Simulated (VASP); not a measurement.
# GaCo: convergence, self-consistent run

GaCo, Pm-3m (no. 221), 2 atoms in the cell. RevPBE; PAW potentials Ga_d, Co (PBE set). VASP 6.6.1.

Wanted: energy within 0.2 meV/atom; Fermi level within 0.005 eV.

What the run is for: comparing ways to start; Accuracy asked: tight.

POSCAR:
```
GaCo
1.0
    2.8780000000      0.0000000000      0.0000000000
    0.0000000000      2.8780000000      0.0000000000
    0.0000000000      0.0000000000      2.8780000000
Ga Co
1 1
Direct
    0.5000000000      0.5000000000      0.5000000000
    0.0000000000      0.0000000000      0.0000000000
```

## How the run starts (with a second run first, the time holds both)

| How the run starts (with a second run first, the time holds both) | Energy less reference (meV/atom) | Fermi level (eV) | Time (s) |
|---|---|---|---|
| from scratch: 17 SCF iterations | 0.00 | 9.9031 | 16 |
| density of a coarse mesh (ICHARG 1): 17 + 12 SCF iterations | 0.00 | 9.9029 | 18 |
| orbitals of a lower cutoff (ISTART 1): 18 + 5 SCF iterations | 0.00 | 9.9031 | 15 |
| orbitals of a loose run: 10 + 7 SCF iterations | 0.00 | 9.9032 | 14 |

Chosen: from scratch: 17 SCF iterations; no other choice that stays within half of the tolerance saves 30 % of the time.

The chosen settings are those of the reference run.

## The input

INCAR:
```
SYSTEM = GaCo
ALGO = Normal
EDIFF = 1E-6
ENCUT = 400
GGA = RE
GGA_COMPAT = .FALSE.
ISIF = 2
ISMEAR = 1
ISPIN = 2
LASPH = .TRUE.
LCHARG = .FALSE.
LMAXMIX = 4
LORBIT = 11
LREAL = .FALSE.
LWAVE = .FALSE.
MAGMOM = 0 2
NELM = 200
PREC = Accurate
SIGMA = 0.1
```

KPOINTS:
```
k-points
0
Gamma
  11 11 11
```

Commands:
```
cat potpaw_PBE.64/Ga_d/POTCAR potpaw_PBE.64/Co/POTCAR > POTCAR
mpirun -np 1 vasp_std > vasp.out
```

The chosen input took VASP 6.6.1 16 s on 1 core (Intel Xeon 6975P-C (Granite Rapids)), a shared host.

## An input that fails: restart asked without its files

VASP's message: ERROR: charge density could not be read from file CHGCAR for ICHARG>10.

Changes against the starting input:
```
- NELM = 200
+ NELM = 60
+ ICHARG = 11
```
